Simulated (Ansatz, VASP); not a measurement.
This is a calculation of GaP for VASP 6.6.1.

Contents of INCAR:

```
SYSTEM = GaP
PREC     = Accurate       ! precision mode
ENCUT    = 600            ! plane-wave cutoff, eV
EDIFF    = 1E-7           ! SCF threshold, eV
ISMEAR   = -1             ! smearing method
SIGMA    = 0.05           ! smearing width, eV
LREAL    = .FALSE.        ! projectors in reciprocal space
LASPH    = .TRUE.         ! aspherical terms in the spheres
NELM     = 80             ! most SCF steps
ALGO     = Normal         ! electronic algorithm
ISIF     = 3              ! what is computed and relaxed
LWAVE    = .FALSE.        ! write WAVECAR
LCHARG   = .FALSE.        ! write CHGCAR
GGA      = CA             ! functional
IBRION   = 2              ! ionic algorithm
NSW      = 40             ! ionic steps
EDIFFG   = -0.01          ! ionic threshold
```

KPOINTS

```
regular mesh
0
G
  8 8 8
  0 0 0
```

Contents of POSCAR:

```
GaP
1.0
    0.0000000000      2.7252500000      2.7252500000
    2.7252500000      0.0000000000      2.7252500000
    2.7252500000      2.7252500000      0.0000000000
Ga P
1 1
Direct
    0.0000000000      0.0000000000      0.0000000000
    0.7500000000      0.7500000000      0.7500000000
```

Potentials or basis: VASP PAW LDA potentials, release 64 (Ga_d, P).

Run with:

```sh
$ cat potpaw_LDA.64/Ga_d/POTCAR potpaw_LDA.64/P/POTCAR > POTCAR
$ mpirun -np 1 vasp_std > vasp.out
```

**Question.** Translate it to Ansatz 0.2.0. Potentials there: Ansatz PAW.

**Answer.** As run (the cutoff follows the program's own potentials):

Contents of input.yaml:

```yaml
crystal:
  lattice:
    - [0.0, 2.72525, 2.72525]
    - [2.72525, 0.0, 2.72525]
    - [2.72525, 2.72525, 0.0]
  atoms:
    - { symbol: Ga, position: [0.0, 0.0, 0.0] }
    - { symbol: P, position: [0.75, 0.75, 0.75] }
hamiltonian:
  xc: lda
  pseudopotentials: { kind: paw }
kpoints:
  mp_grid: { grid: [8, 8, 8] }
scf:
  occupations: { method: fermi_dirac, width: 0.05 }
output:
  forces: true
  stress: true
  eigenvalues: true
relax:
  f_tol: 0.01
  max_steps: 40
  cell: { stress_tol: 0.05 }
```

Potentials or basis: Ansatz PAW.

Run with:

```sh
$ ansatz run input.yaml --threads 2 --pin off --max-ram 5632MiB --backend cpu --events-out ev --progress --plain --runs-dir out
```

Both were run:

|  | VASP | Ansatz | Ansatz less VASP |
| --- | --- | --- | --- |
| gap on the k mesh at the Fermi level, each at its own relaxed structure (eV) | 1.43 | 1.43 | -0.001 |
| relaxed volume (Å³/atom) | 19.61 | 19.59 | -0.021 |
| relaxed cell length with the largest relative difference (Å) | 3.814 | 3.812 | -0.0013 |
| energy change over the relaxation (meV/atom) | -5 | -6 | -0.4 |

Caveats: the plane-wave basis is chosen anew once the cell has moved, so the energies of steps on either side of that aren't comparable (Ansatz); the PAW data sets come from PBE, with cores solved anew for the run's functional, which leaves a small shift of forces and pressure (Ansatz). A k mesh can miss the band edges. Zero-point motion and thermal expansion aren't in these numbers. LDA usually gives volumes a few per cent too small.
